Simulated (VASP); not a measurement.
# Ga2O (P6/mmm) in VASP: reference runs

Aim: a first look at Ga2O with PBE, on the cell as given.

All numbers are computed with VASP 6.6.1; they aren't measurements. Logs are shortened: lines on timing, memory, paths and dates and some standing lists are left out, and cuts for length are marked.

## (1) Starting point

The structure is hexagonal, space group P6/mmm (No. 191). Conventional cell: a = 3.753 Å, b = 3.753 Å, c = 3.737 Å, α = 90.00°, β = 90.00°, γ = 120.00°. Ga (site symmetry -6m2) is surrounded by 3 Ga at 2.17 Å. O (site symmetry 6/mmm) has 12 Ga at 2.86 Å as nearest neighbours.

The cell was built by a generator and needn't be a form met in nature.

## (2) Single point, PBE

Contents of INCAR:

```
SYSTEM = Ga2O
  ALGO = Normal
  EDIFF = 1E-7
  ENCUT = 520
  GGA = PE
  ISIF = 2
  ISMEAR = -1
  LASPH = .TRUE.
  LCHARG = .TRUE.
  LELF = .TRUE.
  LREAL = .FALSE.
  LVHAR = .TRUE.
  LWAVE = .FALSE.
  NBANDS = 23
  NELM = 100
  PREC = Accurate
  SIGMA = 0.05
```

Contents of KPOINTS:

```
k-points
0
G
  8 8 7
  0 0 0
```

Contents of POSCAR:

```
Ga2O
1.0
    3.7526843800      0.0000000000      0.0000000000
   -1.8763421900      3.2499200000      0.0000000000
    0.0000000000      0.0000000000      3.7370520900
Ga O
2 1
Direct
    0.6666666700      0.3333333300      0.5000000000
    0.3333333300      0.6666666700      0.5000000000
    0.0000000000      0.0000000000      0.0000000000
```

Potentials or basis: VASP PAW PBE potentials, release 64 (Ga_d, O).

The run is started by

```bash
cat potpaw_PBE.64/Ga_d/POTCAR potpaw_PBE.64/O/POTCAR > POTCAR
mpirun -np 1 vasp_std > vasp.out
```

OUTCAR:

```text
SYSTEM = Ga2O
   EDIFF = 1E-7
   ENCUT = 520
   GGA = PE
   ISIF = 2
   ISMEAR = -1
   LASPH = .TRUE.
   LREAL = .FALSE.
   NELM = 100
   PREC = Accurate

 ion  position               nearest neighbor table
   1  0.667  0.333  0.500-   2 2.17   2 2.17   2 2.17
   2  0.333  0.667  0.500-   1 2.17   1 2.17   1 2.17
   3  0.000  0.000  0.000-

  LATTYP: Found a hexagonal cell.
 ALAT       =     3.7526843800
 C/A-ratio  =     0.9958343712

  Lattice vectors:

 A1 = (   3.7526843800,   0.0000000000,   0.0000000000)
 A2 = (  -1.8763421900,   3.2499200000,   0.0000000000)
 A3 = (   0.0000000000,   0.0000000000,   3.7370520900)

Analysis of symmetry for initial positions (statically):
=====================================================================
 Subroutine PRICEL returns:
 Original cell was already a primitive cell.

 Routine SETGRP: Setting up the symmetry group for a
 hexagonal supercell.

 Subroutine GETGRP returns: Found 24 space group operations
 (whereof 24 operations were pure point group operations)
 out of a pool of 24 trial point group operations.

The static configuration has the point symmetry D_6h.

Analysis of symmetry for dynamics (positions and initial velocities):
=====================================================================
 Subroutine PRICEL returns:
 Original cell was already a primitive cell.

 Routine SETGRP: Setting up the symmetry group for a
 hexagonal supercell.

 Subroutine GETGRP returns: Found 24 space group operations
 (whereof 24 operations were pure point group operations)
 out of a pool of 24 trial point group operations.

The dynamic configuration has the point symmetry D_6h.

 Subroutine INISYM returns: Found 24 space group operations
 (whereof 24 operations are pure point group operations),
 and found     1 'primitive' translations

----------------------------------------------------------------------------------------

                                     Primitive cell

  volume of cell :      45.5768

  direct lattice vectors                    reciprocal lattice vectors
     3.752684380  0.000000000  0.000000000     0.266475914  0.153849941  0.000000000
    -1.876342190  3.249920000  0.000000000     0.000000000  0.307699882  0.000000000
     0.000000000  0.000000000  3.737052090     0.000000000  0.000000000  0.267590597

  length of vectors
     3.752684380  3.752684375  3.737052090     0.307699881  0.307699882  0.267590597

  position of ions in fractional coordinates (direct lattice)
     0.666666670  0.333333330  0.500000000
     0.333333330  0.666666670  0.500000000
     0.000000000  0.000000000  0.000000000

  ion indices of the primitive-cell ions
   primitive index   ion index
                 1           1
                 2           2
                 3           3

----------------------------------------------------------------------------------------

 KPOINTS: k-points

Automatic generation of k-mesh.
 Grid dimensions read from file:
 generate k-points for:    8    8    7

 Generating k-lattice:

  Cartesian coordinates                     Fractional coordinates (reciprocal lattice)
     0.033309489  0.019231243  0.000000000     0.125000000  0.000000000  0.000000000
     0.000000000  0.038462485  0.000000000     0.000000000  0.125000000  0.000000000
     0.000000000  0.000000000  0.038227228     0.000000000  0.000000000  0.142857143

  Length of vectors
     0.038462485  0.038462485  0.038227228

  Shift w.r.t. Gamma in fractional coordinates (k-lattice)
     0.000000000  0.000000000  0.000000000

 Subroutine IBZKPT returns following result:
 ===========================================

 Found     40 irreducible k-points:

 Following reciprocal coordinates:
            Coordinates               Weight
  0.000000  0.000000  0.000000      1.000000
  0.125000  0.000000  0.000000      6.000000
  0.250000  0.000000  0.000000      6.000000
  0.375000  0.000000  0.000000      6.000000
  0.500000  0.000000  0.000000      3.000000
  0.125000  0.125000  0.000000      6.000000
[... 16 lines left out ...]
  0.250000  0.000000  0.285714     12.000000
  0.375000  0.000000  0.285714     12.000000
 [... further k-points ...]
   k-points           NKPTS =     40   k-points in BZ     NKDIM =     40   number of bands    NBANDS=     23
   number of dos      NEDOS =    301   number of ions     NIONS =      3
   total plane-waves  NPLWV =  21952
   dimension x,y,z NGX =    28 NGY =   28 NGZ =   28
   dimension x,y,z NGXF=    56 NGYF=   56 NGZF=   56
   ions per type =               2   1
   NGX,Y,Z   is equivalent  to a cutoff of  12.40, 12.40, 12.46 a.u.
   NGXF,Y,Z  is equivalent  to a cutoff of  24.81, 24.81, 24.91 a.u.
 SYSTEM =  Ga2O
   PREC   = accura    normal or accurate (medium, high low for compatibility)
   ISTART =      0    job   : 0-new  1-cont  2-samecut
   ICHARG =      2    charge: 1-file 2-atom 10-const
   ISPIN  =      1    spin polarized calculation?
   LNONCOLLINEAR =      F non collinear calculations
   LSORBIT =      F    spin-orbit coupling
   LASPH  =      T    aspherical Exc in radial PAW
   ENCUT  =  520.0 eV  38.22 Ry    6.18 a.u.   6.98  6.98  6.95*2*pi/ulx,y,z
   NELM   =    100;   NELMIN=  2; NELMDL= -5     # of ELM steps
   EDIFF  = 0.1E-06   stopping-criterion for ELM
   LREAL  =      F    real-space projection
   EDIFFG = 0.1E-05   stopping-criterion for IOM
   NSW    =      0    number of steps for IOM
   IBRION =     -1    ionic relax: 0-MD 1-quasi-New 2-CG
   NFREE  =      0    steps in history (QN), initial steepest desc. (CG)
   ISIF   =      2    stress and relaxation
   ISYM   =      2    0-nonsym 1-usesym 2-fastsym
   POTIM  = 0.5000    time-step for ionic-motion
   TEBEG  =    0.0;   TEEND  =   0.0 temperature during run
   PSTRESS=    0.0 pullay stress
   NELECT =      32.0000    total number of electrons
   NUPDOWN=      -1.0000    fix difference up-down
   EMIN   =  10.00;   EMAX   =-10.00  energy-range for DOS
   EFERMI =   0.00;   METHOD = LEGACY
   ISMEAR =    -1;   SIGMA  =   0.05  broadening in eV -4-tet -1-fermi 0-gaus
   EFERMI_NEDOS =   21; number of points for ismear=-14 and -15
   IALGO  =     38    algorithm
   IMIX   =      4    mixing-type and parameters
     AMIX     =   0.40;   BMIX     =  1.00
     AMIX_MAG =   1.60;   BMIX_MAG =  1.00
  volume/ion in A,a.u.               =      15.19       102.52
  Fermi-wavevector in a.u.,A,eV,Ry     =   1.455046  2.749639 28.805715  2.117160
  Thomas-Fermi vector in A             =   2.572127
   LORBIT       =      0    0 simple, 1 ext, 2 COOP (PROOUT), +10 PAW based schemes
   GGA     = PE    functional components
   LHFCALC =     F    Hartree Fock is set to
   AEXX    =    0.0000 exact exchange contribution
   IVDW    =     0    specifies the selected vdW correction
   LEPSILON=     F    determine dielectric tensor
   LRPA    =     F    only Hartree local field effects (RPA)
 non-spin polarized calculation
  energy-cutoff  :      520.00
  volume of cell :       45.58
 maximum number of plane-waves:      1240
 NGX is ok and might be reduce to    28
   NGX = 13   NGY = 13   NGZ = 13

 number of electron      32.0000017 magnetization

 Free energy of the ion-electron system (eV)
  ---------------------------------------------------
  ext. energy  EPLUGINS =         0.00000000
  ---------------------------------------------------
  free energy    TOTEN  =        -8.93377909 eV

  energy without entropy =       -8.93027806  energy(sigma->0) =       -8.93202857

 E-fermi :   4.3386     XC(G=0): -10.8586

 val. band max:        4.3080949423   @ k =   0.5000   0.0000   0.4286
 cond. band min:       4.3494001909   @ k =   0.2500   0.2500   0.0000
 fundamental gap:      0.0413052487
 Fermi energy:         4.3386423255

 k-point     1 :       0.0000    0.0000    0.0000
  band No.  band energies     occupation
      1     -12.3836      2.00000
      2     -11.4515      2.00000
      3     -11.2600      2.00000
      4     -11.2600      2.00000
      5     -11.1486      2.00000
      6     -11.1486      2.00000
[... 15 lines left out ...]
     22      12.3101      0.00000
     23      16.6446      0.00000

 k-point     2 :       0.1250    0.0000    0.0000
  band No.  band energies     occupation
      1     -12.3370      2.00000
      2     -11.4652      2.00000
      3     -11.3478      2.00000
      4     -11.3247      2.00000
      5     -11.1594      2.00000
      6     -11.1383      2.00000
[... 15 lines left out ...]
     22      12.8913      0.00000
     23      15.4123      0.00000

 k-point     3 :       0.2500    0.0000    0.0000
  band No.  band energies     occupation
      1     -12.2317      2.00000
      2     -11.5392      2.00000
      3     -11.4784      2.00000
      4     -11.3532      2.00000
      5     -11.1839      2.00000
      6     -11.1115      2.00000
[... 15 lines left out ...]
     22      14.4685      0.00000
     23      14.6949      0.00000

 k-point     4 :       0.3750    0.0000    0.0000
  band No.  band energies     occupation
      1     -12.1480      2.00000
      2     -11.5914      2.00000
      3     -11.5689      2.00000
      4     -11.3373      2.00000
      5     -11.2067      2.00000
      6     -11.0805      2.00000
[... 15 lines left out ...]
     22      16.4702      0.00000
     23      16.7167      0.00000

 k-point     5 :       0.5000    0.0000    0.0000
  band No.  band energies     occupation
      1     -12.1244      2.00000
      2     -11.6004      2.00000
      3     -11.5966      2.00000
      4     -11.3285      2.00000
      5     -11.2158      2.00000
      6     -11.0658      2.00000
[... 434 lines left out ...]
 k-point    22 :       0.1250    0.0000    0.2857
  band No.  band energies     occupation
      1     -12.1899      2.00000
      2     -11.4662      2.00000
      3     -11.3466      2.00000
      4     -11.3257      2.00000
      5     -11.1686      2.00000
      6     -11.1460      2.00000
[... 15 lines left out ...]
     22      13.0416      0.00000
     23      15.1851      0.00000

 k-point    23 :       0.2500    0.0000    0.2857
  band No.  band energies     occupation
      1     -12.1383      2.00000
      2     -11.5388      2.00000
      3     -11.4774      2.00000
      4     -11.3576      2.00000
      5     -11.1950      2.00000
      6     -11.1027      2.00000
[... 15 lines left out ...]
     22      14.7634      0.00000
     23      16.8873      0.00000

 k-point    24 :       0.3750    0.0000    0.2857
  band No.  band energies     occupation
      1     -12.1040      2.00000
      2     -11.6172      2.00000
      3     -11.5679      2.00000
      4     -11.3360      2.00000
      5     -11.2194      2.00000
      6     -11.0204      2.00000
[... 15 lines left out ...]
     22      16.8895      0.00000
     23      17.5438      0.00000

 [... further k-points ...]

------------------------ aborting loop because EDIFF is reached ----------------------------------------

  FORCE on cell =-STRESS in cart. coord.  units (eV):
  Direction    XX          YY          ZZ          XY          YZ          ZX
  --------------------------------------------------------------------------------------
  -------------------------------------------------------------------------------------
  Total        9.6844758      9.6844758     -3.3142460      0.0000000      0.0000000      0.0000000
  in kB      340.4417695    340.4417683   -116.5068502      0.0000000      0.0000000      0.0000000
  external PRESSURE =     188.1255625 kB  Pullay stress =       0.0000000 kB

 VOLUME and BASIS-vectors are now :
 -----------------------------------------------------------------------------
  energy-cutoff  :      520.00
  volume of cell :       45.58
      direct lattice vectors                 reciprocal lattice vectors
     3.752684380  0.000000000  0.000000000     0.266475914  0.153849941  0.000000000
    -1.876342190  3.249920000  0.000000000     0.000000000  0.307699882  0.000000000
     0.000000000  0.000000000  3.737052090     0.000000000  0.000000000  0.267590597

 POSITION                                       TOTAL-FORCE (eV/Angst)
 -----------------------------------------------------------------------------------
      1.87634      1.08331      1.86853        -0.000000      0.000000     -0.000000
     -0.00000      2.16661      1.86853         0.000000      0.000000      0.000000
      0.00000      0.00000      0.00000        -0.000000      0.000000      0.000000
 -----------------------------------------------------------------------------------
    total drift:                                0.000000      0.000000      0.000000

  FREE ENERGIE OF THE ION-ELECTRON SYSTEM (eV)
  ---------------------------------------------------
  free  energy   TOTEN  =        -8.9337790889 eV

  energy  without entropy=       -8.9302780551  energy(sigma->0) =       -8.93202857
```

Wall time 18 s (1 thread of Intel Xeon 6975P-C (Granite Rapids), shared host); peak memory 0.17 GiB.

What came out:

```yaml
Free_energy: -8.9338 eV
Pressure: 18.8 GPa
Band_gap_on_the_k_mesh: none (metal or under the smearing width)
```

Caveat: so large a pressure means that the cell lies far from this level's equilibrium, or that cutoff or potentials fall short.
